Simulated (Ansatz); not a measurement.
# A series in volume scale on BN

All results are calculated (Ansatz 0.2.0). Free energy against uniform scaling of the volume at fixed shape and fractions; periodic cell, basis, potentials, k mesh and filling as listed.

The cell before it is scaled or strained (space group F-43m, No. 216):
```
BN
1.0
      0.0000     1.8075     1.8075
      1.8075     0.0000     1.8075
      1.8075     1.8075     0.0000
B N
1 1
Direct
  0.00000 0.00000 0.00000
  0.25000 0.25000 0.25000
```

Settings of every row: functional PBEsol; dispersion none; potentials all-electron LAPW; k mesh 10x10x10; k shift 0x0x0; occupations fixed; smearing width 0 eV; spin none.

```csv
row,volume scale,V (Å³/atom),energy above lowest point (meV/atom)
1,0.92,5.433,41.7
2,0.96,5.669,7.5
3,1,5.905,0
4,1.04,6.141,?
5,1.08,6.378,47.8
```

Question: what energy above lowest point should row 4 give?

Worked fit of energy above lowest point. Take u = (V_r/V)^(2/3) − 1 with V_r = 5.787 Å³ an atom, which is twice the finite (Eulerian) strain; such expansions in the strain, on which the Birch-Murnaghan equation of state is built, carry the rest volume and the bulk modulus. The shown rows have u = 0.04298, 0.01383, -0.01337, -0.06277. Least squares give energy above lowest point = 0.7 + 261.8 × u + 16123 × u² meV/atom; a straight line predicts inner rows, each left out in turn, worse (root mean square 28 against 0.2 meV/atom). The rows lie off it by 0.0, 0.1, -0.1, 0.0. Its lowest point lies at u = -0.0081, or V = 5.858 Å³ an atom, and the curvature there gives the bulk modulus at fixed shape and fractions, B = (4/9)(1 + u)² E″(u)/V = 386 GPa. The withheld row has u = -0.03881, so the fit gives 0.7 + 261.8 × (-0.03881) + 16123 × (-0.03881)² = 14.8 meV/atom.

The calculation gave 14.7 meV/atom. The fit lies 0.1 meV/atom (0.21 % of the column's range) above it, one unit of the last digit.
